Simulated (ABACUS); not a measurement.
# MgO (Fm-3m) in ABACUS: a series of runs

Aim: see how the results for MgO move with the level of theory and the settings. Levels: SOGGA, LDA, r2SCAN. Tasks: single point, relaxation of cell and atoms.

Program: ABACUS 3.10.1. These are calculated values, not measurements. Logs are shortened: lines on timing, memory, paths and dates and some standing lists are left out, and cuts for length are marked.

**What was measured.**

“Electronic structure of alkaline earth and post-transition metal oxides”, 2009, arxiv:0908.1581 quotes, for a bulk crystal of MgO: band gap 7.83 eV.

The runs below are set against these values where they give the same quantity.

## (1) The structure

It takes space group Fm-3m (No. 225, cubic). Conventional cell: a = 4.194 Å, b = 4.194 Å, c = 4.194 Å, α = 90.00°, β = 90.00°, γ = 90.00°. Mg (site symmetry m-3m) has 6 O at 2.10 Å as nearest neighbours. O (site symmetry m-3m) has 6 Mg at 2.10 Å as nearest neighbours.

The cell is a database's computed one.

## (2) Single point, SOGGA

The input, INPUT:

```
INPUT_PARAMETERS
suffix              MgO
calculation         scf
basis_type          pw
pseudo_dir          ./
symmetry            1
dft_functional      GGA_X_SOGGA+GGA_C_PBE
ecutwfc             84
pseudo_rcut         10
nspin               1
nbands              18
ks_solver           dav
smearing_method     fd
smearing_sigma      0.00367493
scf_thr             1e-08
scf_nmax            100
mixing_type         broyden
mixing_beta         0.7
cal_force           1
cal_stress          1
out_chg             1
out_pot             2
out_elf             1
```

The input, STRU:

```
ATOMIC_SPECIES
Mg 24.3050 Mg.upf
O 15.9990 O.upf

LATTICE_CONSTANT
5.6041865537

LATTICE_VECTORS
0.0000000000 0.7071067812 0.7071067812
0.7071067812 0.0000000000 0.7071067812
0.7071067812 0.7071067812 0.0000000000

ATOMIC_POSITIONS
Cartesian

Mg
0.0
1
0.0000000000 0.0000000000 0.0000000000 1 1 1

O
0.0
1
0.7071067812 0.7071067812 0.7071067812 1 1 1
```

The input, KPT:

```
K_POINTS
0
Gamma
9 9 9 0 0 0
```

Potentials or basis: PseudoDojo NC SR 0.4.1 PBE standard, plane waves.

Launch:

```sh
> OMP_NUM_THREADS=1 mpirun -np 4 abacus > log
```

running log:

```text
ABACUS v3.10.1

               Atomic-orbital Based Ab-initio Computation at UStc

 ------------------------------------------------------------------------------------

 READING GENERAL INFORMATION
                           global_out_dir = OUT.MgO/
                           global_in_card = INPUT
                               pseudo_dir = ./
                              orbital_dir =
                                    DSIZE = 4
                                    GSIZE = 1

 READING UNITCELL INFORMATION
                                    ntype = 2
                  lattice constant (Bohr) = 5.60419
              lattice constant (Angstrom) = 2.96561

 READING ATOM TYPE 1
                               atom label = Mg
                      L=0, number of zeta = 1
                      L=1, number of zeta = 1
                      L=2, number of zeta = 1
             number of atom for this type = 1

 READING ATOM TYPE 2
                               atom label = O
                      L=0, number of zeta = 1
                      L=1, number of zeta = 1
                      L=2, number of zeta = 1
             number of atom for this type = 1

                        TOTAL ATOM NUMBER = 2
CARTESIAN COORDINATES ( UNIT =       5.604186553700 Bohr ).
    atom                   x                   y                   z     mag                  vx                  vy                  vz
tauc_Mg1            0.0000000000        0.0000000000        0.0000000000  0.0000        0.0000000000        0.0000000000        0.0000000000
tauc_O1            0.7071067812        0.7071067812        0.7071067812  0.0000        0.0000000000        0.0000000000        0.0000000000

                          Volume (Bohr^3) = 124.458
                             Volume (A^3) = 18.4427

 Lattice vectors: (Cartesian coordinate: in unit of a_0)
                   +0           +0.707107           +0.707107
            +0.707107                  +0           +0.707107
            +0.707107           +0.707107                  +0
 Reciprocal vectors: (Cartesian coordinate: in unit of 2 pi/a_0)
            -0.707107           +0.707107           +0.707107
            +0.707107           -0.707107           +0.707107
            +0.707107           +0.707107           -0.707107
 The esolver type has been set to : ksdft_pw

                PAO radial cut off (Bohr) = 10

 Read in pseudopotential file is Mg.upf
                     pseudopotential type = NC
          exchange-correlation functional = PBE
                 nonlocal core correction = 0
                        valence electrons = 10
                                     lmax = 1
                           number of zeta = 3
                     number of projectors = 4
                           L of projector = 0
                           L of projector = 0
                           L of projector = 1
                           L of projector = 1
[... 172 lines left out ...]
        4            235           2277

 SETUP NONLOCAL PSEUDOPOTENTIALS IN PLANE WAVE BASIS
 Mg non-local projectors:
 projector 1 L=0
 projector 2 L=0
 projector 3 L=1
 projector 4 L=1
 O non-local projectors:
 projector 1 L=0
 projector 2 L=0
 projector 3 L=1
 projector 4 L=1
 projector 5 L=2
      TOTAL NUMBER OF NONLOCAL PROJECTORS = 21

 Init Non-Local PseudoPotential table :
 Init Non-Local-Pseudopotential done.

                                     npwx = 409

 Make real space PAO into reciprocal space.
       max mesh points in Pseudopotential = 1001
     dq(describe PAO in reciprocal space) = 0.01
                                    max q = 1104

 number of pseudo atomic orbitals for Mg is 3
WARNING: norm of atomic wavefunction # 3 of atomic type Mg is 0.9998, renormalized

 number of pseudo atomic orbitals for O is 2

 -------------------------------------------
 SELF-CONSISTENT
 -------------------------------------------
                                 init_chg = atomic

 PW ALGORITHM --------------- ION=   1  ELEC=   1--------------------------------

 Density error is 0.319605704112
                          Error Threshold = 0.01
----------------------------------------------------------
     Energy           Rydberg                 eV
----------------------------------------------------------
 E_KohnSham     -151.4489936310      -2060.5692697479
 E_Harris       -150.8531030515      -2052.4617624814
 E_Fermi        0.5902447602         8.0306919540
----------------------------------------------------------
[... 63 lines left out ...]
 Density error is 4.82197642223e-09
                          Error Threshold = 1.67486211047e-10
----------------------------------------------------------
     Energy           Rydberg                 eV
----------------------------------------------------------
 E_KohnSham     -151.5699635462      -2062.2151498809
 E_KS(sigma->0) -151.5699635462      -2062.2151498809
 E_Harris       -151.5699898132      -2062.2155072616
 E_band         -21.2367106666       -288.9402718433
 E_one_elec     -73.5719757905       -1000.9980838683
 E_Hartree      41.0969668378        559.1529195115
 E_xc           -23.9201889055       -325.4508663513
 E_Ewald        -95.1747656881       -1294.9191191727
 E_entropy(-TS) 0.0000000000         0.0000000000
 E_descf        0.0000000000         0.0000000000
 E_exx          0.0000000000         0.0000000000
 E_Fermi        0.7943433657         10.8075959425
----------------------------------------------------------

 charge density convergence is achieved
 final etot is -2062.2151499 eV
 EFERMI = 10.807595943 eV
The vacuum level is 6.3592510872 eV

 STATE ENERGY(eV) AND OCCUPATIONS    NSPIN == 1
 1/35 kpoint (Cartesian) = 0.0000 0.0000 0.0000 (405 pws)
       1       -63.7541     0.00274348
       2       -30.4150     0.00274348
       3       -30.4150     0.00274348
       4       -30.4150     0.00274348
       5       -9.10740     0.00274348
       6        8.17472     0.00274348
[... 98 lines left out ...]
       5       -8.92291      0.0164609
       6        7.29019      0.0164609
[... 10 lines left out ...]
      17        33.2300        0.00000
      18        34.6327        0.00000

[... levels at 29 further k points ...]

------------------------------------------------------------------------------------------
 TOTAL-FORCE (eV/Angstrom)
------------------------------------------------------------------------------------------
                       Mg1         0.0000000000         0.0000000000         0.0000000000
                        O1         0.0000000000         0.0000000000         0.0000000000
------------------------------------------------------------------------------------------

----------------------------------------------------------------
 TOTAL-STRESS (KBAR)
----------------------------------------------------------------
        20.9701380424        -0.0000000000         0.0000000000
        -0.0000000000        20.9701380424         0.0000000000
        -0.0000000000         0.0000000000        20.9701380424
----------------------------------------------------------------
 TOTAL-PRESSURE: 20.970138 KBAR

 --------------------------------------------
 !FINAL_ETOT_IS -2062.2151498808570977 eV
 --------------------------------------------
```

Wall time 5.5 s (4 MPI ranks of Intel Xeon Platinum 8488C (Sapphire Rapids), shared host); peak memory 0.24 GiB.

Results:

| Property | Result |
| --- | --- |
| Free energy | -2062.2151 eV |
| Pressure | 2.1 GPa |
| Band gap on the k mesh | 4.65 eV, direct |

Levels at points of the mesh, in eV from the valence-band top:
| k point | band 5 | band 6 | band 7 | band 8 | band 9 | band 10 | band 11 | band 12 |
| --- | --- | --- | --- | --- | --- | --- | --- | --- |
| (0.00, 0.00, 0.00) | -17.28 | 0.00 | 0.00 | 0.00 | 4.65 | 15.79 | 15.79 | 15.79 |

Caveat: the potentials were made for another functional, which shifts forces and pressure.

## (3) Single point, LDA

The input, INPUT:

```
INPUT_PARAMETERS
suffix              MgO
calculation         scf
basis_type          lcao
pseudo_dir          ./
orbital_dir         ./
symmetry            1
dft_functional      pz
ecutwfc             100
pseudo_rcut         10
nspin               1
nbands              18
ks_solver           genelpa
smearing_method     fd
smearing_sigma      0.00367493
scf_thr             1e-07
scf_nmax            100
mixing_type         broyden
mixing_beta         0.7
cal_force           1
cal_stress          1
out_mul             1
out_chg             1
out_pot             2
out_elf             1
```

The input, STRU:

```
ATOMIC_SPECIES
Mg 24.3050 Mg.upf
O 15.9990 O.upf

NUMERICAL_ORBITAL
Mg_confined-atom_8au_3s2p1d.orb
O_confined-atom_6au_2s2p1d.orb

LATTICE_CONSTANT
1.8897261246

LATTICE_VECTORS
0.0000000000 2.0970013927 2.0970013927
2.0970013927 0.0000000000 2.0970013927
2.0970013927 2.0970013927 0.0000000000

ATOMIC_POSITIONS
Direct

Mg
0.0
1
0.0000000000 0.0000000000 0.0000000000 1 1 1

O
0.0
1
0.5000000000 0.5000000000 0.5000000000 1 1 1
```

The input, KPT:

```
K_POINTS
0
Gamma
10 10 10 0 0 0
```

Potentials or basis: PseudoDojo NC SR 0.4.1 LDA standard, DZP LCAO (the cutoffs set its grid).

Launch:

```sh
> OMP_NUM_THREADS=1 mpirun -np 4 abacus > log
```

It took 7.2 s on 4 MPI ranks of Intel Xeon Platinum 8259CL at 2.50GHz (Skylake/Cascade Lake), shared host; peak memory 0.36 GiB.

The run converged. Its results:

```
Free energy            : -2065.4480 eV
Pressure               : -2.9 GPa
Band gap on the k mesh : 4.78 eV, direct
Mulliken charges       : Mg +1.04; O -1.04 e
```

Levels at points of the mesh, in eV from the valence-band top:
```tsv
k point	band 6	band 7	band 8	band 9	band 10	band 11
(0.00, 0.00, 0.00)	0.00	0.00	0.00	4.78	18.49	18.49
(0.50, 0.50, 0.50)	-4.81	-0.67	-0.67	7.84	12.64	16.14
(0.50, 0.50, 0.00)	-4.22	-1.42	-1.42	9.76	11.36	13.10
```

Caveat: the atomic orbitals were generated for these runs and aren't a published set; Mulliken charges move with the basis; the basis of atomic orbitals isn't converged, which shifts pressures, moduli and gaps.

## (4) Single point, r2SCAN

The input, INPUT:

```
INPUT_PARAMETERS
suffix              MgO
calculation         scf
basis_type          pw
pseudo_dir          ./
symmetry            1
dft_functional      MGGA_X_R2SCAN+MGGA_C_R2SCAN
ecutwfc             97
pseudo_rcut         10
nspin               1
nbands              18
ks_solver           dav
smearing_method     fd
smearing_sigma      0.00367493
scf_thr             1e-08
scf_nmax            100
mixing_type         broyden
mixing_beta         0.7
cal_force           1
cal_stress          1
mixing_tau          1
out_chg             1
out_pot             2
out_elf             1
```

STRU, as its differences from that of step 3:

```diff
@@ -1,8 +1,4 @@
 ATOMIC_SPECIES
-Mg 24.3050 Mg.upf
-O 15.9990 O.upf
-
-NUMERICAL_ORBITAL
-Mg_confined-atom_8au_3s2p1d.orb
-O_confined-atom_6au_2s2p1d.orb
+Mg 24.3050 Mg_ONCV_PBE-1.2.upf
+O 15.9990 O_ONCV_PBE-1.2.upf
```

The input, KPT:

```
K_POINTS
0
Gamma
7 7 7 0 0 0
```

Potentials or basis: SG15 ONCV 1.2 PBE, plane waves.

Launch:

```sh
> OMP_NUM_THREADS=1 mpirun -np 4 abacus > log
```

It took 6.4 s on 4 MPI ranks of AMD EPYC 9R45 (Zen 5), shared host; peak memory 0.24 GiB.

It converged, with:

| Item | Value |
| --- | --- |
| Free energy | -1918.1382 eV |
| Pressure | 1.4 GPa |
| Band gap on the k mesh | 5.67 eV, direct |

Levels at points of the mesh, in eV from the valence-band top:
| k point | band 4 | band 5 | band 6 | band 7 | band 8 | band 9 | band 10 | band 11 | band 12 | band 13 |
| --- | --- | --- | --- | --- | --- | --- | --- | --- | --- | --- |
| (0.00, 0.00, 0.00) | -40.00 | -18.42 | 0.00 | 0.00 | 0.00 | 5.67 | 16.97 | 16.97 | 16.97 | 21.04 |

Caveat: the potentials were made for another functional, which shifts forces and pressure.

(Part 1 of 2 ends here.)
